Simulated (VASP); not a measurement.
Here is a VASP 6.6.1 calculation.

The input INCAR:

```
ALGO = Fast
EDIFF = 1E-6
EDIFFG = -0.002
ENCUT = 600
GGA = PE
IBRION = 2
ISIF = 3
ISMEAR = 0
LASPH = T
LCHARG = F
LREAL = F
LWAVE = F
NELM = 100
NSW = 100
PREC = Accurate
SIGMA = 0.02
```

The input KPOINTS:

```
k-points
0
Gamma
  9 9 6
```

The input POSCAR:

```
AlN
1.0
    3.1130000000      0.0000000000      0.0000000000
   -1.5565000000      2.6959370820      0.0000000000
    0.0000000000      0.0000000000      4.9810000000
Al N
2 2
Direct
    0.3333333333      0.6666666667      0.0000000000
    0.6666666667      0.3333333333      0.5000000000
    0.3333333333      0.6666666667      0.3800000000
    0.6666666667      0.3333333333      0.8800000000
```

Potentials or basis: VASP PAW PBE potentials, release 64 (Al, N).

Launch:

```bash
$ cat potpaw_PBE.64/Al/POTCAR potpaw_PBE.64/N/POTCAR > POTCAR
$ mpirun -np 1 vasp_std > vasp.out
```

(1) What does it give for the relaxed volume?

(2) Estimate the relaxed cell.

(3) Estimate the band gap on the k mesh.

Answers

(1) 10.63 Å³/atom.

(2) a = 3.128 Å, b = 3.128 Å, c = 5.015 Å, α = 90.00°, β = 90.00°, γ = 120.00°.

(3) 4.06 eV, direct.

Caveat: an odd mesh through Γ misses points on the zone boundary, where band edges often lie.
